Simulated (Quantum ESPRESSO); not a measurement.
# HfO2: zone-centre phonons and dielectric response under several settings

```
CELL_PARAMETERS angstrom
0.00000 2.55750 2.55750
2.55750 0.00000 2.55750
2.55750 2.55750 0.00000
ATOMIC_POSITIONS crystal
Hf 0.00000 0.00000 0.00000
O 0.75000 0.75000 0.75000
O 0.25000 0.25000 0.25000
```

Measurements of this composition are mostly on another form, of space group No. 14.

All runs used Quantum ESPRESSO 7.5; k mesh 6 × 6 × 6, shifted; relaxed cell; no spin polarisation; cutoff 612 eV; occupations smeared at first, fixed for the response.

```csv
level,potentials,volume (Å³/atom),lowest optical mode without the field (cm⁻¹),highest optical mode without the field (cm⁻¹),highest mode with the field (cm⁻¹),ε∞ (mean),ε0 (mean),Born charge of atom 1 (e)
PBEsol,GBRV 1.5 PBEsol,10.60,247,588,626,5.26,33.7,5.52
PBE,GBRV 1.5 PBE,?,?,?,?,?,?,?
```

Task: What stands in the row left open?

Result: Volume 10.94 Å³/atom; lowest optical mode without the field 227 cm⁻¹; highest optical mode without the field 570 cm⁻¹; highest mode with the field 611 cm⁻¹; ε∞ 5.20; ε0 37.7; Born charge of atom 1 5.51 e.
